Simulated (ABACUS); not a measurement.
Crystal: Au.

```
Au
1.0
     0.00000    2.03500    2.03500
     2.03500    0.00000    2.03500
     2.03500    2.03500    0.00000
Au
1
Direct
  0.00000 0.00000 0.00000
```

| Quantity | Value |
| --- | --- |
| Program | ABACUS 3.10.1 |
| Task | relaxation of cell and atoms |
| Functional | PBE |
| Potentials or basis | PseudoDojo NC SR 0.5 PBE standard |
| Cutoff | 1361 eV |
| Density cutoff | 5442 eV |
| Basis | DZP LCAO (the cutoffs set its grid) |
| k mesh | 10 × 10 × 10 |
| Occupations | fermi-dirac, width 0.05 eV |
| Spin | no spin polarisation |

At the start: pressure 11.9 GPa; volume 16.85 Å³/atom.

**Question.** How do energy, volume and symmetry change on relaxing?

**Answer.** Over 3 steps the energy falls by 43.1 meV/atom and the volume is 18.11 Å³/atom (+7.4 %); space group Fm-3m (No. 225, to 0.05 Å).

Step by step:
```tsv
step	energy change (eV)	largest force (eV/Å)	pressure (GPa)	volume (Å³)
1	0.0000	0.0000	11.94	16.85
2	-0.0430	0.0000	-0.45	18.16
3	-0.0431	0.0000	-0.05	18.11
```

Final structure:
```cif
data_structure
_symmetry_space_group_name_H-M 'P 1'
_symmetry_Int_Tables_number 1
_cell_length_a 2.9477
_cell_length_b 2.9477
_cell_length_c 2.9477
_cell_angle_alpha 60.000
_cell_angle_beta 60.000
_cell_angle_gamma 60.000
_cell_volume 18.11
loop_
_atom_site_label
_atom_site_type_symbol
_atom_site_fract_x
_atom_site_fract_y
_atom_site_fract_z
_atom_site_occupancy
Au1 Au 0.00000 0.00000 0.00000 1
```

Caveat: the atomic orbitals were generated for these runs and aren't a published set; the basis of atomic orbitals isn't converged, which shifts pressures, moduli and gaps.
